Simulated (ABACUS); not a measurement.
## Ta: equation of state with PBE

**What was measured.**

“Refinement of the equation of state of tantalum”, 2004, arxiv:cond-mat/0403080 quotes, for a bulk crystal of Ta: bulk modulus 194 GPa.

Ta:

```xyz
1
Lattice="-1.6513 1.6513 1.6513 1.6513 -1.6513 1.6513 1.6513 1.6513 -1.6513" Properties=species:S:1:pos:R:3 pbc="T T T"
Ta    0.0000    0.0000    0.0000
```

```json
{
  "Program": "ABACUS 3.10.1",
  "Task": "equation of state",
  "Functional": "PBE",
  "Potentials or basis": "SG15 ONCV 1.2 PBE",
  "Cutoff": "1361 eV",
  "Density cutoff": "5442 eV",
  "Basis": "TZDP LCAO (the cutoffs set its grid)",
  "k mesh": "10 × 10 × 10",
  "Occupations": "fermi-dirac, width 0.05 eV",
  "Spin": "no spin polarisation"
}
```

| Property | Result |
| --- | --- |
| Equilibrium volume | 18.46 Å³/atom |
| Bulk modulus | 204 GPa |
| Pressure derivative of the bulk modulus | 3.6 |

Energy against volume, from the lowest point:
```csv
volume (Å³/atom),energy (meV/atom)
16.930,91.35
17.290,51.59
17.650,23.76
18.010,6.86
18.371,0.00
18.731,2.24
19.091,12.86
```

All runs of the series together: 48 s on 4 threads of Intel(R) Xeon(R) Platinum 8488C (Sapphire Rapids), on a shared host.

Measured bulk modulus of Ta: 194 GPa (quoted in “Refinement of the equation of state of tantalum”, 2004, arxiv:cond-mat/0403080). This calculation gives 204 GPa (+5.1 %). The fit is for a static lattice scaled at fixed shape and fixed fractional positions.

Caveat: the atomic orbitals were generated for these runs and aren't a published set; the basis of atomic orbitals isn't converged, which shifts pressures, moduli and gaps. Spin-orbit coupling is left out, which matters for the levels of Ta.
